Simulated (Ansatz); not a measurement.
Mg₂Sn, DFT, LDA, all-electron LAPW, scalar-relativistic (Ansatz 0.2.0), run on 1 thread of Arm Neoverse V1 on a shared host.

The cell is COD entry 1537878, as deposited and not checked against the literature; nothing was relaxed. The listed cell was then made from it by scaling, straining or moving an atom.

Command: `ansatz run input.yaml --threads 1 --pin off --max-ram 4096MiB --backend cpu --events-out ev --progress --plain --runs-dir out`

```yaml
crystal:
  lattice:
    - [0.0, 3.345705, 3.3795]
    - [3.345705, 0.0, 3.3795]
    - [3.345705, 3.345705, 0.0]
  atoms:
    - { symbol: Mg, position: [0.25, 0.25, 0.25] }
    - { symbol: Mg, position: [0.75, 0.75, 0.75] }
    - { symbol: Sn, position: [0.0, 0.0, 0.0] }
kpoints:
  mp_grid: { grid: [11, 11, 11] }
  band_path:
    path:
      - [0.0, 0.0, 0.0]
      - [0.0, 0.5, 0.5]
      - [0.25, 0.75, 0.5]
      - [0.0, 0.5, 0.0]
      - [0.0, 0.0, 0.0]
      - [0.5, 0.5, 0.0]
      - [0.3725125, 0.6274875, 0.0]
      - [-0.3725125, 0.3725125, 0.0]
      - [0.0, 0.0, 0.0]
    npoints: 5
scf:
  occupations: { method: fermi_dirac, width: 0.08 }
hamiltonian:
  xc: lda
  pseudopotentials: { kind: all_electron, lapw: { basis_error: 0.0005 } }
output:
  forces: true
  stress: true
  eigenvalues: true
```

Problem. How large is the problem that the program sets up?

Solution. 126 irreducible k-points, 531 plane waves at Γ, 26 bands.

Problem. Estimate the wall time and the peak memory.

Solution. 42 s of wall time for 7 SCF iterations, with a peak of 0.64 GiB. Times on shared machines scatter by tens of per cent.
